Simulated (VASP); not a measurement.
# AlCo (Pm-3m) in VASP: notebook, part 2 of 2

VASP 6.6.1.

## 3. Density of states, PBEsol+D3+U, collinear spin, ferromagnetic start

AlCo.cif

```cif
data_AlCo
_cell_length_a 2.81940321
_cell_length_b 2.81940321
_cell_length_c 2.81940321
_cell_angle_alpha 90.00000000
_cell_angle_beta 90.00000000
_cell_angle_gamma 90.00000000
_space_group_name_H-M_alt 'Pm-3m'
_space_group_name_Hall '-P 4 2 3'
_space_group_IT_number 221
loop_
_space_group_symop_operation_xyz
'x,y,z'
'-x,-y,-z'
'-y,x,z'
'y,-x,-z'
'-x,-y,z'
'x,y,-z'
'y,-x,z'
'-y,x,-z'
'x,-y,-z'
'-x,y,z'
'-y,-x,-z'
'y,x,z'
'-x,y,-z'
'x,-y,z'
'y,x,-z'
'-y,-x,z'
'z,x,y'
'-z,-x,-y'
'z,-y,x'
'-z,y,-x'
'z,-x,-y'
'-z,x,y'
'z,y,-x'
'-z,-y,x'
'-z,x,-y'
'z,-x,y'
'-z,-y,-x'
'z,y,x'
'-z,-x,y'
'z,x,-y'
'-z,y,x'
'z,-y,-x'
'y,z,x'
'-y,-z,-x'
'x,z,-y'
'-x,-z,y'
'-y,z,-x'
'y,-z,x'
'-x,z,y'
'x,-z,-y'
'-y,-z,x'
'y,z,-x'
'-x,-z,-y'
'x,z,y'
'y,-z,-x'
'-y,z,x'
'x,-z,y'
'-x,z,-y'
loop_
_atom_site_label
_atom_site_type_symbol
_atom_site_symmetry_multiplicity
_atom_site_Wyckoff_symbol
_atom_site_fract_x
_atom_site_fract_y
_atom_site_fract_z
_atom_site_occupancy
Co1 Co 1 b 0.5000000000 0.5000000000 0.5000000000 1
Al1 Al 1 a 0.0000000000 0.0000000000 0.0000000000 1
```

POSCAR

```
Co Al
 1.0000000000000000
     2.8194032099999999    0.0000000000000000    0.0000000000000000
     0.0000000000000000    2.8194032099999999    0.0000000000000000
     0.0000000000000000    0.0000000000000000    2.8194032099999999
 Co  Al 
   1   1
Cartesian
  1.4097016050000000  1.4097016050000000  1.4097016050000000
  0.0000000000000000  0.0000000000000000  0.0000000000000000
```

INCAR.step1

```
  PREC = Accurate
  ENCUT = 500
  EDIFF = 1E-6
  ISMEAR = 1
  SIGMA = 0.2
  LREAL = False
  LASPH = True
  NELM = 150
  ALGO = Normal
  ISIF = 2
  LWAVE = False
  LCHARG = True
  ISPIN = 2
  MAGMOM = 2 0
  LMAXMIX = 4
  LDAU = True
  LDAUTYPE = 1
  LDAUL = 2 -1
  LDAUU = 7 0
  LDAUJ = 0.9 0
  LDAUPRINT = 1
  GGA = PS
  IVDW = 11
  NBANDS = 17
```

KPOINTS.step1

```
regular mesh
0
Gamma
  9 9 9
```

INCAR.step2

```
  PREC = Accurate
  ENCUT = 500
  EDIFF = 1E-6
  ISMEAR = -5
  SIGMA = 0.2
  LREAL = False
  LASPH = True
  NELM = 150
  ALGO = Normal
  ISIF = 2
  LWAVE = False
  LCHARG = False
  ISPIN = 2
  MAGMOM = 2 0
  LORBIT = 10
  LMAXMIX = 4
  LDAU = True
  LDAUTYPE = 1
  LDAUL = 2 -1
  LDAUU = 7 0
  LDAUJ = 0.9 0
  LDAUPRINT = 1
  GGA = PS
  IVDW = 11
  NBANDS = 17
  NEDOS = 1001
  ICHARG = 11
```

KPOINTS.step2

```
regular mesh
0
Gamma
  14 14 14
```

Potentials or basis: VASP PAW PBE potentials, release 64 (Co, Al).

On the command line:

```sh
$ ase convert -i cif -o vasp AlCo.cif POSCAR
$ cat potpaw_PBE.64/Co/POTCAR potpaw_PBE.64/Al/POTCAR > POTCAR
$ cp INCAR.step1 INCAR
$ cp KPOINTS.step1 KPOINTS
$ mpirun -np 1 vasp_std > vasp.out
$ cp INCAR.step2 INCAR
$ cp KPOINTS.step2 KPOINTS
$ mpirun -np 1 vasp_std > vasp.out
```

It took 40 s on 1 thread of Intel Xeon 6975P-C (Granite Rapids), shared host; peak memory 0.19 GiB.

The run converged. Its results:

* Net moment: 1.45 μB per cell
* Site moments: Co +1.59; Al -0.03 μB
* Valence electrons inside the program's atomic spheres: Co 8.63; Al 0.85
* Dispersion energy per atom: -0.259 eV

Levels at points of the mesh, in eV from the Fermi level:
Spin up:
| k point | band 3 | band 4 | band 5 | band 6 | band 7 | band 8 | band 9 | band 10 | band 11 | band 12 |
| --- | --- | --- | --- | --- | --- | --- | --- | --- | --- | --- |
| (0.00, 0.00, 0.00) | -6.85 | -3.46 | -3.46 | -3.46 | 5.90 | 5.90 | 5.90 | 7.32 | 7.32 | 15.35 |
| (0.50, 0.00, 0.00) | -6.48 | -4.23 | -4.23 | -3.38 | -3.37 | 8.27 | 10.50 | 10.50 | 11.13 | 11.13 |
| (0.50, 0.50, 0.00) | -4.59 | -4.07 | -4.07 | -2.99 | -2.99 | 0.93 | 2.12 | 12.97 | 14.92 | 14.92 |
| (0.50, 0.50, 0.50) | -5.99 | -4.56 | -4.56 | 2.03 | 2.03 | 2.03 | 4.22 | 4.22 | 4.22 | 4.28 |
Spin down:
| k point | band 1 | band 2 | band 3 | band 4 | band 5 | band 6 | band 7 | band 8 | band 9 | band 10 |
| --- | --- | --- | --- | --- | --- | --- | --- | --- | --- | --- |
| (0.00, 0.00, 0.00) | -11.55 | -2.94 | -2.94 | -2.94 | -0.43 | -0.43 | 5.85 | 5.85 | 5.85 | 9.93 |
| (0.50, 0.00, 0.00) | -7.18 | -6.72 | -3.79 | -3.79 | -2.83 | 0.69 | 3.68 | 8.08 | 10.53 | 10.53 |
| (0.50, 0.50, 0.00) | -6.85 | -3.61 | -3.61 | -3.01 | -3.01 | -1.67 | 2.38 | 3.54 | 4.59 | 12.80 |
| (0.50, 0.50, 0.50) | -5.78 | -5.78 | -5.78 | 2.19 | 2.19 | 2.19 | 3.59 | 3.59 | 4.11 | 4.35 |

States per cell in windows of 1 eV (zero at the Fermi level; states under -8 eV left out):
| from (eV) | up | down | Co1_d_up | Co1_d_down | Co1_p_up | Co1_p_down | Al2_p_down | Al2_p_up |
| --- | --- | --- | --- | --- | --- | --- | --- | --- |
| -8.0 | 0.33 | 0.31 | 0.09 | 0.06 | 0.02 | 0.03 | 0.01 | 0.01 |
| -7.0 | 1.57 | 0.32 | 1.16 | 0.14 | 0.05 | 0.01 | 0.01 | 0.03 |
| -6.0 | 0.83 | 0.41 | 0.67 | 0.21 | 0.02 | 0.01 | 0.04 | 0.03 |
| -5.0 | 1.57 | 0.89 | 1.37 | 0.57 | 0.01 | 0.03 | 0.06 | 0.04 |
| -4.0 | 1.17 | 1.57 | 0.99 | 1.33 | 0.03 | 0.03 | 0.03 | 0.02 |
| -3.0 | 0.36 | 0.56 | 0.14 | 0.29 | 0.04 | 0.06 | 0.04 | 0.03 |
| -2.0 | 0.30 | 0.37 | 0.09 | 0.14 | 0.05 | 0.05 | 0.03 | 0.03 |
| -1.0 | 0.22 | 0.45 | 0.06 | 0.22 | 0.04 | 0.04 | 0.01 | 0.02 |
| 0.0 | 0.16 | 0.70 | 0.04 | 0.42 | 0.03 | 0.06 | 0.01 | 0.02 |
| 1.0 | 0.17 | 0.06 | 0.03 | 0.02 | 0.02 | 0.01 | 0.00 | 0.01 |
| 2.0 | 0.39 | 0.04 | 0.10 | 0.02 | 0.05 | 0.00 | 0.00 | 0.02 |
| 3.0 | 0.35 | 1.25 | 0.09 | 0.98 | 0.04 | 0.02 | 0.04 | 0.03 |
| 4.0 | 0.35 | 0.61 | 0.08 | 0.29 | 0.04 | 0.03 | 0.05 | 0.04 |
| 5.0 | 0.37 | 0.53 | 0.07 | 0.16 | 0.04 | 0.04 | 0.06 | 0.04 |
| 6.0 | 0.42 | 0.50 | 0.07 | 0.10 | 0.05 | 0.05 | 0.06 | 0.06 |
| 7.0 | 0.39 | 0.41 | 0.06 | 0.07 | 0.05 | 0.05 | 0.05 | 0.05 |

Eigenvalues of the final occupation matrices:
| site | spin | trace | eigenvalues |
| --- | --- | --- | --- |
| site 1 d | 1 | 4.60 | 0.90 0.90 0.90 0.95 0.95 |
| site 1 d | 2 | 3.00 | 0.16 0.16 0.90 0.90 0.90 |

Caveat: the PAW data sets were made with another functional, which shifts forces and pressure a little; pairwise dispersion overbinds metals, which lowers pressure and volume; the U is typed as a test and isn't derived for this compound; tetrahedron occupations give inexact forces and stress in metals. The state reached can hang on the start; a lower one may exist.

## 4. Equation of state, LDA, collinear spin, ferromagnetic start, 10.49 Å³/atom (a relaxed cell with its volume scaled by 0.96)

INCAR

```
SYSTEM = AlCo
PREC = Accurate
ENCUT = 520
EDIFF = 1E-7
ISMEAR = -1
SIGMA = 0.05
LREAL = .False.
LASPH = .True.
NELM = 150
ALGO = Normal
ISIF = 2
LWAVE = .False.
LCHARG = .False.
ISPIN = 2
MAGMOM = 2 0
LORBIT = 11
LMAXMIX = 4
```

KPOINTS

```
regular mesh
0
Gamma
  8 8 8
  0 0 0
```

POSCAR

```
AlCo                                    
1.0
    2.7577370632     -0.0000000000      0.0000000000
    0.0000000000      2.7577370632      0.0000000000
   -0.0000000000      0.0000000000      2.7577370632
  Co              Al            
     1     1
Direct
     0.5000000000000000    0.5000000000000000    0.5000000000000000
     0.0000000000000000    0.0000000000000000    0.0000000000000000
```

Potentials or basis: VASP PAW LDA potentials, release 64 (Co, Al).

On the command line:

```sh
$ cat potpaw_LDA.64/Co/POTCAR potpaw_LDA.64/Al/POTCAR > POTCAR
$ mpirun -np 1 vasp_std > vasp.out
```

Run time: 7.6 s. Hardware: 1 thread of Intel Xeon Platinum 8488C (Sapphire Rapids), shared host; peak memory 0.14 GiB.

It converged, with:

```
Free energy                                           : -13.6821 eV
Pressure                                              : 9.3 GPa
Band gap on the k mesh                                : none (metal or under the smearing width)
Net moment                                            : 0.00 μB per cell
Valence electrons inside the program's atomic spheres : Co 8.68; Al 0.89
```

Caveat: the starting moments collapsed, and a magnetic state may lie lower.

## 5. Equation of state, LDA, collinear spin, ferromagnetic start, 10.70 Å³/atom (a relaxed cell with its volume scaled by 0.98)

INCAR is that of step 4.

KPOINTS is that of step 4.

POSCAR

```
AlCo                                    
1.0
    2.7767565406     -0.0000000000      0.0000000000
    0.0000000000      2.7767565406      0.0000000000
   -0.0000000000      0.0000000000      2.7767565406
  Co              Al            
     1     1
Direct
     0.5000000000000000    0.5000000000000000    0.5000000000000000
     0.0000000000000000    0.0000000000000000    0.0000000000000000
```

On the command line:

```sh
$ cat potpaw_LDA.64/Co/POTCAR potpaw_LDA.64/Al/POTCAR > POTCAR
$ mpirun -np 1 vasp_std > vasp.out
```

Wall time 7.6 s (1 thread of Intel Xeon Platinum 8488C (Sapphire Rapids), shared host); peak memory 0.14 GiB.

It converged, with:

* Free energy: -13.7007 eV
* Pressure: 4.4 GPa
* Band gap on the k mesh: none (metal or under the smearing width)
* Net moment: 0.00 μB per cell
* Valence electrons inside the program's atomic spheres: Co 8.63; Al 0.88

Caveat: the starting moments collapsed, and a magnetic state may lie lower.

## 6. Equation of state, LDA, collinear spin, ferromagnetic start, 10.92 Å³/atom

INCAR is that of step 5.

KPOINTS is that of step 5.

POSCAR

```
AlCo                                    
1.0
    2.7955189782     -0.0000000000      0.0000000000
    0.0000000000      2.7955189782      0.0000000000
   -0.0000000000      0.0000000000      2.7955189782
  Co              Al            
     1     1
Direct
     0.5000000000000000    0.5000000000000000    0.5000000000000000
     0.0000000000000000    0.0000000000000000    0.0000000000000000
```

Potentials or basis: VASP PAW LDA potentials, release 64 (Co, Al).

On the command line:

```sh
$ cat potpaw_LDA.64/Co/POTCAR potpaw_LDA.64/Al/POTCAR > POTCAR
$ mpirun -np 1 vasp_std > vasp.out
```

It took 7.6 s on 1 thread of Intel Xeon Platinum 8488C (Sapphire Rapids), shared host; peak memory 0.14 GiB.

It converged, with:

```
Free energy                                           : -13.7068 eV
Pressure                                              : 0.1 GPa
Band gap on the k mesh                                : none (metal or under the smearing width)
Net moment                                            : 0.00 μB per cell
Valence electrons inside the program's atomic spheres : Co 8.59; Al 0.87
```

Caveat: the starting moments collapsed, and a magnetic state may lie lower.

## 7. Equation of state, LDA, collinear spin, ferromagnetic start, 11.14 Å³/atom (a relaxed cell with its volume scaled by 1.02)

INCAR is that of step 6.

KPOINTS is that of step 6.

POSCAR

```
AlCo                                    
1.0
    2.8140328885     -0.0000000000      0.0000000000
    0.0000000000      2.8140328885      0.0000000000
   -0.0000000000      0.0000000000      2.8140328885
  Co              Al            
     1     1
Direct
     0.5000000000000000    0.5000000000000000    0.5000000000000000
     0.0000000000000000    0.0000000000000000    0.0000000000000000
```

On the command line:

```sh
$ cat potpaw_LDA.64/Co/POTCAR potpaw_LDA.64/Al/POTCAR > POTCAR
$ mpirun -np 1 vasp_std > vasp.out
```

It took 7.6 s on 1 thread of Intel Xeon Platinum 8488C (Sapphire Rapids), shared host; peak memory 0.14 GiB.

The run converged. Its results:

| Property | Result |
| --- | --- |
| Free energy | -13.7015 eV |
| Pressure | -3.9 GPa |
| Band gap on the k mesh | none (metal or under the smearing width) |
| Net moment | 0.00 μB per cell |
| Valence electrons inside the program's atomic spheres | Co 8.55; Al 0.85 |

Caveat: the starting moments collapsed, and a magnetic state may lie lower.

## 8. Equation of state, LDA, collinear spin, ferromagnetic start, 11.36 Å³/atom (a relaxed cell with its volume scaled by 1.04)

INCAR is that of step 7.

KPOINTS is that of step 7.

POSCAR

```
AlCo                                    
1.0
    2.8323063413     -0.0000000000      0.0000000000
    0.0000000000      2.8323063413      0.0000000000
   -0.0000000000      0.0000000000      2.8323063413
  Co              Al            
     1     1
Direct
     0.5000000000000000    0.5000000000000000    0.5000000000000000
     0.0000000000000000    0.0000000000000000    0.0000000000000000
```

On the command line:

```sh
$ cat potpaw_LDA.64/Co/POTCAR potpaw_LDA.64/Al/POTCAR > POTCAR
$ mpirun -np 1 vasp_std > vasp.out
```

Run time: 7.7 s. Hardware: 1 thread of Intel Xeon Platinum 8488C (Sapphire Rapids), shared host; peak memory 0.14 GiB.

Results (log left out):

```yaml
Free_energy: -13.6860 eV
Pressure: -7.4 GPa
Band_gap_on_the_k_mesh: none (metal or under the smearing width)
Net_moment: 0.00 μB per cell
Valence_electrons_inside_the_program's_atomic_spheres: Co 8.51; Al 0.84
```

Caveat: the starting moments collapsed, and a magnetic state may lie lower.

## 9. Equation of state, LDA, collinear spin, ferromagnetic start

This run uses another cell than the first one, of 10.92 Å³/atom, 0.975 times its volume.

Potentials or basis: VASP PAW LDA potentials, release 64 (Co, Al).

No new run: the results of the series are fitted here.

What came out:

| Quantity | Value |
| --- | --- |
| Equilibrium volume | 10.93 Å³/atom |
| Bulk modulus | 207 GPa |
| Pressure derivative of the bulk modulus | 4.3 (rough: it moves with the points fitted) |

Energy against volume, from the lowest point:
```csv
volume (Å³/atom),energy (meV/atom)
10.486,12.32
10.705,3.02
10.923,0.00
11.142,2.64
11.360,10.37
```

## 10. The reference run

An earlier run on the cell as given: functional PBE; potentials or basis VASP PAW PBE potentials, release 64 (Co, Al); cutoff 520 eV; k mesh 9 × 9 × 9; occupations fermi-dirac, width 0.05 eV; collinear spin, ferromagnetic start; starting moments [2.0, 0.0] μB.

- Pressure: 6.5 GPa
- Band gap on the k mesh: none (metal or under the smearing width)
- Net moment: 0.00 μB per cell
- Valence electrons inside the program's atomic spheres: Co 8.51; Al 0.84
